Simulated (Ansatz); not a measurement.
Wanted: the native input for an Ansatz 0.2.0 run.

```
Task                : single point
Functional          : PBE
Potentials or basis : all-electron LAPW, scalar-relativistic
Cutoff              : 270 eV (chosen from the basis error)
Basis error allowed : 0.001 eV/atom
k mesh              : 12 × 12 × 12
Occupations         : gaussian, width 0.018 eV
Spin                : no spin polarisation
```

Crystal: Pt.

```
CELL_PARAMETERS angstrom
0.00000 1.96090 1.96090
1.96090 0.00000 1.96090
1.96090 1.96090 0.00000
ATOMIC_POSITIONS crystal
Pt 0.00000 0.00000 0.00000
```

The input as run:

input.yaml

```yaml
crystal:
  lattice:
    - [0.0, 1.9609, 1.9609]
    - [1.9609, 0.0, 1.9609]
    - [1.9609, 1.9609, 0.0]
  atoms:
    - { symbol: Pt, position: [0.0, 0.0, 0.0] }
kpoints:
  mp_grid: { grid: [12, 12, 12] }
scf:
  occupations: { method: gaussian, width: 0.018 }
hamiltonian:
  xc: pbe
  pseudopotentials: { kind: all_electron, lapw: { basis_error: 0.001 } }
output:
  forces: true
  stress: true
  eigenvalues: true
```

Potentials or basis: all-electron LAPW, scalar-relativistic.

Run with:

```sh
$ ansatz run input.yaml --threads 1 --pin off --max-ram 3072MiB --backend cpu --events-out ev --progress --plain --runs-dir out
```

Results of the run:

| Item | Value |
| --- | --- |
| Pressure | 10.2 GPa |
| Band gap on the k mesh | none (metal or under the smearing width) |

It took 10 s on 1 thread of Arm Neoverse V1, with other jobs on the host, peak memory 0.29 GiB.
